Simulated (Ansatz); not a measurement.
Rows from a G0W0 calculation on Tl on the Be site (charge -1) in BeS (32-atom cell) (Ansatz 0.2.0; G0W0 on LDA, plane waves, PAW; PAW set soft_1; 2×2×2 mesh, 543 empty bands, screening to 90 eV, PAW set soft_1 files), in eV. Spin-orbit coupling is left out.

```tsv
row	k	band	start	Σx	Σc at the solution	Vxc
A	(0.000, 0.000, -0.500)	v1	8.199	-17.031	1.010	-15.997
B	Γ	v2	6.035	-18.606	2.202	-16.082
C	(0.000, 0.000, -0.500)	c1	9.659	-6.098	-3.970	-10.883
D	(0.000, 0.000, -0.500)	c2	9.887	-6.739	-3.841	-11.391
E	Γ	c1	8.637	-6.235	-3.708	-10.688
F	Γ	v1	7.880	-16.697	1.028	-15.630
```

Work out each quasiparticle level and how far it moved.

The quasiparticle equation reads E = start + Σx + Σc(E) − Vxc.

```tsv
row	E (eV)	shift (eV)
A	8.174	−0.025
B	5.714	−0.321
C	10.473	+0.814
D	10.699	+0.812
E	9.382	+0.744
F	7.841	−0.039
```

The gap over the computed points goes from 0.44 eV to 1.21 eV.

Limits: not at the basis limit; charged cell, levels uncorrected; no spin-orbit coupling; coarse k mesh.

[Paths, hosts, dates, memory and timing lines, banners, echoed tables and standing remarks are left out of the program output.]

[Logs are printed without paths, hosts, clocks, repeated set-up lines and the standing remarks that a program may print on its own settings, such as how far it seeks lower states.]

[Runs of the session that timed out or met a known fault of the program may be left out.]

[Cells called generated may have been cut or substituted from an entry of the Crystallography Open Database or the Materials Project.]

[Hosts, paths, dates, database ids (printed as entryN), source tags and the programs' standing remarks are cut or masked in the printed files.]
